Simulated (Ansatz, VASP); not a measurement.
**Two plane-wave programs on Al**

```
Al
1.0
     2.77781    0.00000    0.00000
    -1.38890    2.40565    0.00000
     0.00000    0.00000    9.19159
Al
4
Cartesian
  0.0000 0.0000 0.0000
  0.0000 1.6038 2.2979
  0.0000 0.0000 4.5958
  1.3889 0.8019 6.8937
```

Alike in both runs: functional PBEsol; k mesh 9 × 9 × 3; no spin polarisation.

Ansatz relaxed the structure, and its values are those at the end. VASP's run is a single point on that final structure, the one shown.

|  | VASP | Ansatz |
| --- | --- | --- |
| version | VASP 6.6.1 | Ansatz 0.2.0 |
| potentials or method | VASP PAW PBE potentials, release 64 (Al) | plane waves, PAW |
| plane-wave cutoff (eV) | 520 | 420 |
| occupations | methfessel-paxton of order 1, width 0.1 eV | cold, width 0.1 eV |
| valence electrons in the cell | 12 | 12 |

```tsv
	VASP	Ansatz	Ansatz less VASP
pressure (GPa)	5.1	5.0	-0.10
```

Caveats: the PAW data sets were made with another functional, which shifts forces and pressure a little (VASP).
